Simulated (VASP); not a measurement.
A convergence study with VASP on LiI (rock salt): one setting is varied, all else stays as given below, so the limit is that of these other settings. Each run relaxes cell and ions from the cell shown. The basis is that of the starting cell, so low cut-offs carry a Pulay error.

```yaml
crystal:
  lattice:
    - [0.00000, 3.01000, 3.01000]
    - [3.01000, 0.00000, 3.01000]
    - [3.01000, 3.01000, 0.00000]
  atoms:
    - { symbol: Li, position: [0.00000, 0.00000, 0.00000] }
    - { symbol: I, position: [0.50000, 0.50000, 0.50000] }
```

Method: PBE GGA, VASP's PBE PAW potentials (set 64) (plane waves; VASP). The tightest run used: 700 eV cut-off, 7×7×7 Γ-centred mesh, Gaussian smearing of 0.050 eV, potentials Li_sv I.

Unless said otherwise, spin-orbit coupling is left out, though it shifts the bands of the heavy elements here. Gaps are read on the run's mesh, which can miss a band edge.

Q: The settings run are ENCUT = 250; ENCUT = 300; ENCUT = 350; ENCUT = 400; ENCUT = 450; ENCUT = 500; ENCUT = 600; ENCUT = 650; ENCUT = 700. From which on does the relaxed volume stay within 0.02 Å³/atom of the tightest run?

A: From ENCUT = 500 on: it is off by 0.006 there and by no more than 0.02 in any finer run, while ENCUT = 450 is off by 0.194.
| setting | relaxed volume (Å³/atom) | E (eV/atom) | gap on the mesh (eV) | plane waves | difference judged (Å³/atom) |
|---|---|---|---|---|---|
| ENCUT = 250 | 25.115 | -3.8433 | 4.597 | 531 | 2.128 |
| ENCUT = 300 | 25.306 | -3.2457 | 4.612 | 656 | 1.937 |
| ENCUT = 350 | 25.919 | -3.0118 | 4.610 | 869 | 1.324 |
| ENCUT = 400 | 26.597 | -2.9405 | 4.447 | 999 | 0.646 |
| ENCUT = 450 | 27.048 | -2.9201 | 4.301 | 1243 | 0.194 |
| ENCUT = 500 | 27.248 | -2.9157 | 4.264 | 1411 | 0.006 |
| ENCUT = 600 | 27.243 | -2.9151 | 4.264 | 1841 | 0.001 |
| ENCUT = 650 | 27.238 | -2.9147 | 4.263 | 2085 | 0.004 |
| ENCUT = 700 | 27.243 | -2.9143 | 4.261 | 2309 | 0.000 |

Left out are rungs that failed or repeat a setting and relaxations that didn't move; long series are thinned to 24 rows.

The compound is LiI in the rock salt structure.
